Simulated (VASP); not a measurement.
Molecule: C2H6, in a box.

```
C H
1.0
    13.08403    0.00000    0.00000
     0.00000   13.58403    0.00000
     0.00000    0.00000   14.08403
C H
2 6
Direct
  0.55701 0.51278 0.50592
  0.44263 0.49453 0.49405
  0.57392 0.55104 0.57296
  0.60046 0.44343 0.50625
  0.58769 0.55840 0.44799
  0.41216 0.44889 0.55207
  0.42595 0.45626 0.42694
  0.39938 0.56400 0.49374
```

Base run:

| Item | Value |
| --- | --- |
| Program | VASP 6.6.1 |
| Functional | PBE |
| Potentials or basis | VASP PAW PBE potentials, release 64 (C, H) |
| Cutoff | 400 eV |
| k mesh | 1 × 1 × 1 |
| Occupations | gaussian, width 0.01 eV |
| Spin | no spin polarisation |

Its results: gap between the frontier levels 7.57 eV; largest force 0.057 eV/Å.

After a change of settings the same cell gave: gap between the frontier levels 7.34 eV; largest force 0.058 eV/Å. Which change was it?
A. functional from PBE to optB86b-vdW
B. functional from PBE to RPBE; dispersion from none to D3(BJ)
C. dispersion from none to D3
D. cutoff from 400 eV to 520 eV; dispersion from none to D3(BJ)

A.

Caveats: the PAW data sets were made with another functional, which shifts forces and pressure a little (some runs).
